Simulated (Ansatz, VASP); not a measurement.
# Li2H: VASP beside Ansatz

```
CELL_PARAMETERS angstrom
1.39935 -1.99697 0.00000
1.39935 1.99697 0.00000
0.00000 0.00000 5.82485
ATOMIC_POSITIONS crystal
Li 0.00000 0.00000 0.68169
Li 0.00000 0.00000 0.31831
H 0.50000 0.50000 0.00000
```

Alike in both runs: task single point; functional PBE; k mesh 8 × 8 × 4; occupations gaussian, width 0.1 eV; no spin polarisation.

```csv
,VASP,Ansatz
version,VASP 6.6.1,Ansatz 0.2.0
potentials or method,"VASP PAW PBE potentials, release 64 (Li_sv, H)","scalar-relativistic, plane waves, PAW"
plane-wave cutoff (eV),520,420
valence electrons in the cell,7,7
```

|  | VASP | Ansatz | Ansatz less VASP |
| --- | --- | --- | --- |
| gap on the k mesh at the Fermi level (eV) | none | none | - |
| rms of the force components (eV/Å) | 0.948 | 0.945 | -0.0030 |

Atom by atom the forces differ by 0.003 eV/Å (rms over components). A gap of «none» marks a metal or a gap that the smearing closes.

Caveats: forces of over 1 eV/Å show positions far from the minimum, so gaps and moduli don't describe the material at rest.
